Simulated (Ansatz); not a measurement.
# Te (P3_221) in Ansatz: reference runs

Reference runs on Te: the cell as given and a disturbed copy.

All numbers are computed with Ansatz 0.2.0; they aren't measurements. Logs are shortened: lines on timing, memory, paths and dates and some standing lists are left out, and cuts for length are marked.

**1. The crystal as given**

The structure is trigonal, space group P3_221 (No. 154). The conventional cell has a = 4.447 Å, b = 4.447 Å, c = 5.915 Å, α = 90.00°, β = 90.00°, γ = 120.00°. Around Te (site symmetry 2) lie 2 Te at 2.86 Å.

**2. Single point, PBE**

The input, input.yaml:

```yaml
crystal:
  lattice:
    - [4.44693, 0.0, 0.0]
    - [-2.223465, 3.8511543489, 0.0]
    - [0.0, 0.0, 5.91492]
  atoms:
    - { symbol: Te, position: [0.731, 0.731, 0.5] }
    - { symbol: Te, position: [0.0, 0.269, 0.8333333333] }
    - { symbol: Te, position: [0.269, 0.0, 0.1666666667] }
hamiltonian:
  xc: pbe
  pseudopotentials: { kind: paw }
kpoints:
  mp_grid: { grid: [7, 7, 5] }
scf:
  occupations: { method: fermi_dirac, width: 0.05 }
output:
  forces: true
  stress: true
  eigenvalues: true
```

Potentials or basis: Ansatz PAW.

On the command line:

```bash
$ ansatz run input.yaml --threads 2 --pin off --max-ram 5120MiB --backend cpu --events-out ev --progress --plain --runs-dir out
```

The log of the run:

```text
Warning: RAYON_NUM_THREADS=2 ignored (pool sized by the plan → 2); use --threads N
Engine: ansatz 0.2.0, x86_64-unknown-linux-gnu
Pseudopotentials: kind: paw
Pseudopotential: Te, paw, valence charge 16, recommended cutoff 420 eV (normal), Te.paw.azcp
Functional definition: PBE
  parameter kappa = 0.804
  parameter beta = 0.06672455060314922
  exchange = pbe_x(kappa = kappa, mu = beta*pi^2/3)
  correlation = pbe_c(beta = beta)
Crystal: 3 atoms, lattice volume = 101.298 Å³
Basis set: ecut = 420 eV, 1993 PW (Γ), exchange–correlation on 60×60×80 points (8 copies of the dense FFT grid, shifted against one another)
Bands: 29, of which v1, the nominal top of the filled ones, is band 24 counted from 1 (23 counted from 0)
Symmetry: 6 space group operations
Space group: P3221 (ITA 154), of the structure as read, at distance tolerance 4.7e-5 Å
k-points: 32 of 245 (time reversal used)
Non-local potential: Te, projectors of the file, l = 0: 2, l = 1: 2, l = 2: 2, l = 3: 2
PAW form: soft (Blöchl's): semilocal exchange-correlation on the pseudo side does not see the compensation charge
PAW one-centre angular grid: Te, 590 points (default); XC on 64 Gauss nodes
Initial density: superposition of atomic densities (neutral atoms: chi_scale 0, normalization atom), corrected by the library's trained network
Initial wavefunctions: pseudopotential atomic-orbital guess
Functional: x = pbe(κ = 0.804, μ = 0.2195149727645171), c = pbe(β = 0.06672455060314922)
SCF iter   1: F=—  HF=-20939.856235 eV  |F-HF|=—  |Δ(HF+E_count)|=         —  Δρ=1.23e-3  dr2=1.00e-3  ethr=1.77e-3  ⟨swp⟩=7.5  Hψ=4275  notcnv=0
preconditioner: auto → Resta (q_TF=auto, 2.409 Å⁻¹)  ε∞=4.3  [insulator: Δε(μ)=0.629 eV  Ē_g=8.667 eV  σ=0.050 eV  W_gap=1.00  n_scr=22 (ndim 8)  ℏωp=15.7 eV  f_vac=0.026  D(μ)=0.00/eV (n_scr^D=0)  ε∞_Penn≈4.3]
SCF iter   2: F=—  HF=-20939.854624 eV  |F-HF|=—  |Δ(HF+E_count)|=   1.61e-3  Δρ=7.02e-4  dr2=2.97e-4  ethr=2.09e-6  ⟨swp⟩=2.9  Hψ=2080  notcnv=0
SCF iter   3: F=—  HF=-20939.854922 eV  |F-HF|=—  |Δ(HF+E_count)|=   2.99e-4  Δρ=3.75e-4  dr2=9.19e-5  ethr=6.19e-7  ⟨swp⟩=3.0  Hψ=1721  notcnv=0
SCF iter   4: F=—  HF=-20939.855091 eV  |F-HF|=—  |Δ(HF+E_count)|=   1.68e-4  Δρ=6.18e-5  dr2=3.23e-6  ethr=1.92e-7  ⟨swp⟩=2.0  Hψ=1216  notcnv=0
SCF iter   5: F=—  HF=-20939.855094 eV  |F-HF|=—  |Δ(HF+E_count)|=   3.45e-6  Δρ=2.37e-5  dr2=4.85e-7  ethr=6.72e-9  ⟨swp⟩=3.0  Hψ=1717  notcnv=0
SCF iter   6: F=-20939.855094 eV  HF=-20939.855094 eV  |F-HF|=8.03e-9  |Δ(HF+E_count)|=   4.57e-8  Δρ=6.22e-6  dr2=4.77e-8  ethr=2.08e-10  ⟨swp⟩=7.2  Hψ=3968  notcnv=0
SCF 1 converged in 6 iterations: F = -20939.855094 eV  dr2 = 4.77e-8
SCF converged after 6 iterations
Free energy (F): -20939.855094 eV
Harris-Foulkes:  -20939.855094 eV  (|F-HF|=8.03e-9)
Internal energy: -20939.855007 eV  (E = F + TS)
E sigma→0 (E₀):  -20939.855051 eV
Entropy (-TS):   -0.000087 eV (-0.029 meV/atom)
Fermi energy:    9.029282 eV
--- Per-component energies (eV) ---
  E_band       = -794.963444
  E_kinetic    = 540.412068
  E_local      = -3811.332808  (includes V_loc(G=0)·N_el)
  E_nonlocal   = -931.265451
  E_hartree    = 2428.470008
  E_xc         = -372.385832
  E_vxc        = -311.601419  (∫ρ·V_xc dr)
  E_paw        = -13985.904033  (= ΣΔE_a)
  E_vpaw       = -1138.113715  (= ΣTr[D̂ρ^β])
  E_aug_tail   = -0.000538  (compensation charges beyond the density's cutoff)
  E_ewald      = -4807.848422
  E_smearing   = -0.000087  (= −TS)
  E_closure    = -0.000000  (closes the sum)
  Σ components = -20939.855094   (vs F -20939.855094, Δ=0.00e0)
--- Forces (eV/Å), atoms counted from 1 ---
  atom   1  Te    -0.08654301    -0.14989689     0.00000000
  atom   2  Te    -0.08654301     0.14989689     0.00000000
  atom   3  Te     0.17308602    -0.00000000     0.00000000
  max |Σ_I F_I| component: 1.97e-17 eV/Å
--- Stress (GPa, compression-positive) ---
        1.523333       0.000000       0.000000
        0.000000       1.523333      -0.000000
        0.000000      -0.000000       2.024030
  P = ⅓ Tr σ = 1.6902 GPa (16.902 kbar)
--- Band table (eV; the first three rows and the last of 32) ---
  k-point 0: bands = ["-28.5638", "-28.5638", "-28.5157", "-28.5123", "-28.5123", "-28.4421", "-28.3733", "-28.3708", "-28.3708", "-28.3397", "-28.3374", "-28.3374", "-28.3138", "-28.2900", "-28.2900", "-4.8030", "-1.4816", "-1.4816", "5.7702", "6.0857", "6.0857", "7.1597", "7.1597", "7.9862", "9.8650", "9.8650", "10.4533", "13.8379", "13.8379"]
  k-point 1: bands = ["-28.5775", "-28.5465", "-28.5181", "-28.5169", "-28.5034", "-28.4501", "-28.3735", "-28.3731", "-28.3677", "-28.3394", "-28.3384", "-28.3370", "-28.3099", "-28.2911", "-28.2907", "-4.6577", "-2.5891", "-0.3418", "5.5347", "5.8528", "6.3184", "7.2897", "7.3090", "7.9749", "9.6147", "9.6534", "10.0892", "13.3732", "14.4848"]
  k-point 2: bands = ["-28.5848", "-28.5308", "-28.5213", "-28.5210", "-28.4890", "-28.4689", "-28.3741", "-28.3740", "-28.3654", "-28.3395", "-28.3385", "-28.3375", "-28.3017", "-28.2945", "-28.2922", "-4.2267", "-3.5260", "0.5059", "4.9781", "6.0556", "6.2562", "7.4775", "7.6641", "7.9070", "9.3129", "9.3612", "9.4979", "12.9317", "14.0903"]
  k-point 31: bands = ["-28.5835", "-28.5279", "-28.5202", "-28.5180", "-28.4874", "-28.4678", "-28.3762", "-28.3745", "-28.3632", "-28.3440", "-28.3365", "-28.3351", "-28.3157", "-28.3042", "-28.2762", "-3.2232", "-2.7672", "-1.2290", "3.5943", "3.8630", "4.2595", "7.2071", "8.2501", "8.6829", "9.4818", "10.2906", "10.8857", "14.1451", "14.7821"]
```

Run time: 2.4 s. Hardware: 2 threads of Intel Xeon Platinum 8488C (Sapphire Rapids), shared host; peak memory 0.44 GiB.

What came out:

| Property | Result |
| --- | --- |
| Free energy | -20939.8551 eV |
| Pressure | 1.7 GPa |
| Largest force | 0.173 eV/Å |
| Band gap on the k mesh | 0.63 eV, indirect (least direct gap 0.80 eV) |

Forces on the atoms (eV/Å):
```
Te  -0.087 -0.150  0.000
Te  -0.087  0.150  0.000
Te   0.173  0.000  0.000
```

Stress tensor (GPa, compression positive):
```
1.52 0.00 0.00
0.00 1.52 0.00
0.00 0.00 2.02
```

Caveat: odd divisions of the mesh miss points on the zone boundary, where band edges often lie, so the gap on the mesh can be too wide; spin-orbit coupling is left out, which moves the levels of the heavy elements.

**3. Single point, PBE (atoms moved at random, drawn with an rms of 0.05 Å)**

Changes to input.yaml since step 2:

```diff
@@ -6,5 +6,5 @@
   atoms:
-    - { symbol: Te, position: [0.731, 0.731, 0.5] }
-    - { symbol: Te, position: [0.0, 0.269, 0.8333333333] }
-    - { symbol: Te, position: [0.269, 0.0, 0.1666666667] }
+    - { symbol: Te, position: [0.731507, 0.727646, 0.503087] }
+    - { symbol: Te, position: [-0.016546, 0.246039, 0.833088] }
+    - { symbol: Te, position: [0.269091, 0.000568, 0.170458] }
 hamiltonian:
```

Potentials or basis: Ansatz PAW.

On the command line:

```bash
$ ansatz run input.yaml --threads 2 --pin off --max-ram 5120MiB --backend cpu --events-out ev --progress --plain --runs-dir out
```

Run time: 8.5 s. Hardware: 2 threads of Intel Xeon Platinum 8488C (Sapphire Rapids), shared host; peak memory 0.59 GiB.

Results (log left out):

```
Free energy            : -20939.8300 eV
Pressure               : 2.3 GPa
Largest force          : 0.494 eV/Å
Band gap on the k mesh : 0.62 eV, indirect (least direct gap 0.70 eV)
```

Forces in eV/Å, atoms in the order of the input:
```
Te  -0.150 -0.331 -0.136
Te  -0.035  0.451  0.198
Te   0.186 -0.120 -0.062
```

Stress tensor (GPa, compression positive):
```
 1.62 -0.03 -0.03
-0.03  2.43  0.69
-0.03  0.69  2.75
```

Levels at points of the mesh, in eV from the valence-band top:
| k point | band 22 | band 23 | band 24 | band 25 | band 26 | band 27 |
| --- | --- | --- | --- | --- | --- | --- |
| (0.00, 0.00, 0.00) | -1.60 | -1.51 | -0.66 | 1.11 | 1.16 | 1.79 |

Caveat: odd divisions of the mesh miss points on the zone boundary, where band edges often lie, so the gap on the mesh can be too wide; spin-orbit coupling is left out, which moves the levels of the heavy elements.
